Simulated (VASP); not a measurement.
# H (P4/mmm) in VASP: a series of runs, part 2 of 2

VASP 6.6.1. The steps go on from the part before.

## 4. Single point, PBE

Contents of INCAR:

```
SYSTEM = H
ADDGRID = .FALSE. ; ALGO = Normal
EDIFF = 1E-6 ; ENCUT = 460
GGA = PE ; ISIF = 2
ISMEAR = -5 ; LASPH = .TRUE.
LCHARG = .FALSE. ; LREAL = .FALSE.
LWAVE = .FALSE. ; NBANDS = 6
NELM = 100 ; PREC = Accurate
SIGMA = 0.05
```

Contents of KPOINTS:

```
k-points
0
G
  5 5 12
  0 0 0
```

Contents of POSCAR:

```
H
1.0
    2.6496387389      0.0000000000      0.0000000000
    0.0000000000      2.6496387389      0.0000000000
    0.0000000000      0.0000000000      0.9804929200
H
1
Direct
    0.0000000000      0.0000000000      0.5000000000
```

Potentials or basis: VASP PAW PBE potentials, release 64 (H).

The run is started by

```console
cat potpaw_PBE.64/H/POTCAR > POTCAR
mpirun -np 1 vasp_std > vasp.out
```

OUTCAR:

```text
SYSTEM = H
   EDIFF = 1E-6
   ENCUT = 460
   GGA = PE
   ISIF = 2
   ISMEAR = -5
   LASPH = .TRUE.
   LREAL = .FALSE.
   NELM = 100
   PREC = Accurate

 Found     42 irreducible k-points:

 Following reciprocal coordinates:
            Coordinates               Weight
  0.000000  0.000000  0.000000      1.000000
  0.200000  0.000000  0.000000      4.000000
  0.400000  0.000000  0.000000      4.000000
  0.200000  0.200000  0.000000      4.000000
  0.400000  0.200000  0.000000      8.000000
  0.400000  0.400000  0.000000      4.000000
   k-points           NKPTS =     42   k-points in BZ     NKDIM =     42   number of bands    NBANDS=      6
   number of dos      NEDOS =    301   number of ions     NIONS =      1
   total plane-waves  NPLWV =   3200
   dimension x,y,z NGX =    20 NGY =   20 NGZ =    8
   dimension x,y,z NGXF=    40 NGYF=   40 NGZF=   16
   ions per type =               1
   NGX,Y,Z   is equivalent  to a cutoff of  12.55, 12.55, 13.56 a.u.
   NGXF,Y,Z  is equivalent  to a cutoff of  25.10, 25.10, 27.13 a.u.
 SYSTEM =  H
   PREC   = accura    normal or accurate (medium, high low for compatibility)
   ISTART =      0    job   : 0-new  1-cont  2-samecut
   ICHARG =      2    charge: 1-file 2-atom 10-const
   ISPIN  =      1    spin polarized calculation?
   LNONCOLLINEAR =      F non collinear calculations
   LSORBIT =      F    spin-orbit coupling
   LASPH  =      T    aspherical Exc in radial PAW
   ENCUT  =  460.0 eV  33.81 Ry    5.81 a.u.   4.63  4.63  1.71*2*pi/ulx,y,z
   NELM   =    100;   NELMIN=  2; NELMDL= -5     # of ELM steps
   EDIFF  = 0.1E-05   stopping-criterion for ELM
   LREAL  =      F    real-space projection
   EDIFFG = 0.1E-04   stopping-criterion for IOM
   NSW    =      0    number of steps for IOM
   IBRION =     -1    ionic relax: 0-MD 1-quasi-New 2-CG
   NFREE  =      0    steps in history (QN), initial steepest desc. (CG)
   ISIF   =      2    stress and relaxation
   ISYM   =      2    0-nonsym 1-usesym 2-fastsym
   POTIM  = 0.5000    time-step for ionic-motion
   TEBEG  =    0.0;   TEEND  =   0.0 temperature during run
   PSTRESS=    0.0 pullay stress
   NELECT =       1.0000    total number of electrons
   NUPDOWN=      -1.0000    fix difference up-down
   EMIN   =  10.00;   EMAX   =-10.00  energy-range for DOS
   EFERMI =   0.00;   METHOD = LEGACY
   ISMEAR =    -5;   SIGMA  =   0.05  broadening in eV -4-tet -1-fermi 0-gaus
   EFERMI_NEDOS =   21; number of points for ismear=-14 and -15
   IALGO  =     38    algorithm
   IMIX   =      4    mixing-type and parameters
     AMIX     =   0.40;   BMIX     =  1.00
     AMIX_MAG =   1.60;   BMIX_MAG =  1.00
  volume/ion in A,a.u.               =       6.88        46.45
  Fermi-wavevector in a.u.,A,eV,Ry     =   0.860602  1.626302 10.076956  0.740635
  Thomas-Fermi vector in A             =   1.978131
   LORBIT       =      0    0 simple, 1 ext, 2 COOP (PROOUT), +10 PAW based schemes
   GGA     = PE    functional components
   LHFCALC =     F    Hartree Fock is set to
   AEXX    =    0.0000 exact exchange contribution
   IVDW    =     0    specifies the selected vdW correction
   LEPSILON=     F    determine dielectric tensor
   LRPA    =     F    only Hartree local field effects (RPA)
 non-spin polarized calculation
 Fermi weights with tetrahedron method with Bloechl corrections
  energy-cutoff  :      460.00
  volume of cell :        6.88
 maximum number of plane-waves:       164
 NGX is ok and might be reduce to    20
   NGX =  9   NGY =  9   NGZ =  3

 number of electron       0.9999999 magnetization

 Free energy of the ion-electron system (eV)
  ---------------------------------------------------
  ext. energy  EPLUGINS =         0.00000000
  ---------------------------------------------------
  free energy    TOTEN  =        -2.99983862 eV

  energy without entropy =       -2.99983862  energy(sigma->0) =       -2.99983862

 E-fermi :  -1.4671     XC(G=0):  -6.8124

 val. band max:       -1.5764949128   @ k =   0.4000   0.0000   0.2500
 cond. band min:      -1.2140594804   @ k =   0.4000   0.2000   0.2500
 fundamental gap:      0.3624354325
 Fermi energy:        -1.4671283738

 k-point     1 :       0.0000    0.0000    0.0000
  band No.  band energies     occupation
      1     -12.4988      2.00000
      2       8.3846      0.00000
      3      14.2012      0.00000
      4      14.2012      0.00000
      5      17.2464      0.00000
      6      35.0456      0.00000

 k-point     2 :       0.2000    0.0000    0.0000
  band No.  band energies     occupation
      1     -12.0668      2.00000
      2       5.3169      0.00000
      3      13.5545      0.00000
      4      14.9245      0.00000
      5      23.6762      0.00000
      6      28.4606      0.00000

 k-point     3 :       0.4000    0.0000    0.0000
  band No.  band energies     occupation
      1     -11.2281      2.00000
      2       1.7895      0.00000
      3      14.7236      0.00000
      4      16.7024      0.00000
      5      23.6870      0.00000
      6      24.0072      0.00000

 k-point     4 :       0.2000    0.2000    0.0000
  band No.  band energies     occupation
      1     -11.6541      2.00000
      2       4.9933      0.00000
      3       8.8190      0.00000
      4      20.8204      0.00000
      5      21.8256      0.00000
      6      25.8908      0.00000

 k-point     5 :       0.4000    0.2000    0.0000
  band No.  band energies     occupation
      1     -10.8604      2.00000
      2       2.5446      0.00000
      3       9.0312      0.00000
      4      16.2833      0.00000
      5      24.3648      0.00000
      6      33.1217      0.00000

 k-point     6 :       0.4000    0.4000    0.0000
  band No.  band energies     occupation
      1     -10.1721      2.00000
      2       4.2516      0.00000
      3       5.4826      0.00000
      4      10.8800      0.00000
      5      32.9151      0.00000
      6      38.3501      0.00000

 [... further k-points ...]

------------------------ aborting loop because EDIFF is reached ----------------------------------------

  FORCE on cell =-STRESS in cart. coord.  units (eV):
  Direction    XX          YY          ZZ          XY          YZ          ZX
  --------------------------------------------------------------------------------------
  -------------------------------------------------------------------------------------
  Total        0.0370599      0.0370599      0.0928039      0.0000000     -0.0000000      0.0000000
  in kB        8.6257421      8.6257421     21.6002599      0.0000000     -0.0000000      0.0000000
  external PRESSURE =      12.9505813 kB  Pullay stress =       0.0000000 kB

 VOLUME and BASIS-vectors are now :
 -----------------------------------------------------------------------------
  energy-cutoff  :      460.00
  volume of cell :        6.88
      direct lattice vectors                 reciprocal lattice vectors
     2.649638739  0.000000000  0.000000000     0.377409941  0.000000000  0.000000000
     0.000000000  2.649638739  0.000000000     0.000000000  0.377409941  0.000000000
     0.000000000  0.000000000  0.980492920     0.000000000  0.000000000  1.019895177

 POSITION                                       TOTAL-FORCE (eV/Angst)
 -----------------------------------------------------------------------------------
      0.00000      0.00000      0.49025         0.000000      0.000000      0.000000
 -----------------------------------------------------------------------------------
    total drift:                               -0.000000      0.000000      0.000000

  FREE ENERGIE OF THE ION-ELECTRON SYSTEM (eV)
  ---------------------------------------------------
  free  energy   TOTEN  =        -2.9998386228 eV

  energy  without entropy=       -2.9998386228  energy(sigma->0) =       -2.99983862
```

OSZICAR:

```text
N       E                     dE             d eps       ncg     rms          rms(c)
DAV:   1    -0.299536247950E+01   -0.29954E+01   -0.21502E+02   540   0.642E+01
DAV:   2    -0.309129733297E+01   -0.95935E-01   -0.96135E-01   690   0.575E+00
DAV:   3    -0.309134338693E+01   -0.46054E-04   -0.46392E-04   558   0.116E-01
DAV:   4    -0.309134340146E+01   -0.14527E-07   -0.14462E-07   768   0.205E-03
DAV:   5    -0.309134340179E+01   -0.33148E-09   -0.49445E-11   558   0.190E-05    0.182E+00
DAV:   6    -0.302975889280E+01    0.61585E-01   -0.19174E-02   534   0.439E-01    0.107E+00
DAV:   7    -0.299856082853E+01    0.31198E-01   -0.44713E-02   576   0.715E-01    0.102E-01
DAV:   8    -0.299981444025E+01   -0.12536E-02   -0.97562E-04   516   0.131E-01    0.105E-02
DAV:   9    -0.299983362032E+01   -0.19180E-04   -0.14707E-05   642   0.190E-02    0.347E-03
DAV:  10    -0.299983858538E+01   -0.49651E-05   -0.25402E-06   558   0.861E-03    0.460E-04
DAV:  11    -0.299983862282E+01   -0.37438E-07   -0.82386E-09   486   0.527E-04
   1 F= -.29998386E+01 E0= -.29998386E+01  d E =0.000000E+00
```

It took 1.1 s on 1 thread of Intel Xeon 6975P-C (Granite Rapids), shared host; peak memory 0.1 GiB.

The run converged, but some of its settings lie outside the range that counts as converged, so its numbers aren't taken as properties of the crystal.

Results:

```yaml
Free_energy: -2.9998 eV
Pressure: 1.3 GPa
Band_gap_on_the_k_mesh: none (metal or under the smearing width)
```

Caveat: the k mesh is coarse (spacing up to 0.53 Å⁻¹), so the values aren't converged; tetrahedron occupations give inexact forces and stress in metals.

## 5. Single point, PBE

Contents of INCAR:

```
SYSTEM = H
ADDGRID = .FALSE. ; ALGO = Normal
EDIFF = 1E-6 ; ENCUT = 520
GGA = PE ; ISIF = 2
ISMEAR = 0 ; LASPH = .TRUE.
LCHARG = .FALSE. ; LREAL = .FALSE.
LWAVE = .FALSE. ; NBANDS = 6
NELM = 100 ; PREC = Accurate
SIGMA = 0.05
```

KPOINTS is that of step 4.

POSCAR is that of step 4.

The run is started by

```console
cat potpaw_PBE.64/H/POTCAR > POTCAR
mpirun -np 1 vasp_std > vasp.out
```

It took 1 s on 1 thread of Intel Xeon 6975P-C (Granite Rapids), shared host; peak memory 0.1 GiB.

These settings aren't checked as converged: the numbers below hold their error.

What came out:

- Free energy: -2.9089 eV
- Pressure: 2.1 GPa
- Band gap on the k mesh: none (metal or under the smearing width)

Caveat: the k mesh is coarse (spacing up to 0.53 Å⁻¹), so the values aren't converged.

## 6. For comparison

An earlier run on the cell as given: functional PBE; potentials or basis VASP PAW PBE potentials, release 64 (H); cutoff 520 eV; k mesh 10 × 10 × 26; occupations fermi-dirac, width 0.05 eV; no spin polarisation.

* Pressure: 1.6 GPa
* Band gap on the k mesh: none (metal or under the smearing width)
